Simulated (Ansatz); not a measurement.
Crystal: V.

```
CELL_PARAMETERS angstrom
2.60429 0.00000 0.00000
-1.30215 2.25538 0.00000
0.00000 0.00000 4.72334
ATOMIC_POSITIONS crystal
V 0.33333 0.66667 0.25000
V 0.66667 0.33333 0.75000
```

This isn't the form of V at room conditions, which is bcc.

Base run:

```yaml
Program: Ansatz 0.2.0
Functional: PBEsol
Potentials_or_basis: all-electron LAPW, scalar-relativistic
Cutoff: 262 eV
Density_cutoff: 1046 eV
Basis_error_allowed: 0.001 eV/atom
k_mesh: 12 × 12 × 6
Occupations: fermi-dirac, width 0.05 eV
Spin: collinear spin, ferromagnetic start
Starting_moments: "[2.0, 2.0] μB"
```

Its results: pressure -7.2 GPa; net moment 0.00 μB per cell.

Question: The run is repeated on the same cell with these changes: hubbard terms from none to V d U = 2 eV. What comes out?

Answer: Pressure -2.8 GPa; net moment 1.29 μB per cell; site moments V +0.58 μB.

Caveats: the magnetic state may not be the lowest (some runs); U is the effective U less J, on atomic orbitals that reach past the spheres (some runs); the U is typed as a test and isn't derived for this compound (some runs).

Not every run made on this cell is shown here.
